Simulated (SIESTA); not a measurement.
## InP: equation of state with PBE

**The experiment to reproduce.**

A printed reference work, data compilation reports, for a bulk crystal of InP: bulk modulus 71 GPa.

The system is InP.

```
In P
1.0
     0.00000    2.93050    2.93050
     2.93050    0.00000    2.93050
     2.93050    2.93050    0.00000
In P
1 1
Direct
  0.00000 0.00000 0.00000
  0.75000 0.75000 0.75000
```

```json
{
  "Program": "SIESTA 5.4.2",
  "Task": "equation of state",
  "Functional": "PBE",
  "Potentials or basis": "PseudoDojo 0.4 standard (PBE files)",
  "Basis": "DZP (energy shift 0.01 Ry)",
  "Grid cutoff": "500 Ry",
  "Energy shift": "0.01 Ry",
  "k mesh": "8 × 8 × 8",
  "Occupations": "fermi-dirac, width 0.05 eV",
  "Spin": "no spin polarisation"
}
```

The equilibrium volume is 26.33 Å³/atom. The bulk modulus is 59 GPa and the pressure derivative of the bulk modulus is 5.1.

Energy against volume, from the lowest point:
```
volume (Å³/atom)  energy (meV/atom)
          23.657              62.00
          24.160              39.09
          24.663              22.02
          25.167              10.23
          25.670               3.05
          26.173               0.00
          26.677               0.66
```

All runs of the series together: 110 s on 1 thread of AMD EPYC 9R45 96-Core Processor (Zen 5) (shared host).

Against the measured bulk modulus of InP, 71 GPa (a printed reference work, data compilation), the calculated 59 GPa is off by -16.8 %. The fit is for a static lattice scaled at fixed shape and fixed fractional positions.

Caveat: semicore shells carry a single zeta, which can move pressures by several GPa and volumes by a few percent; the basis of atomic orbitals isn't converged, which shifts pressures, moduli and gaps. PBE usually gives volumes a little too large and moduli too small.
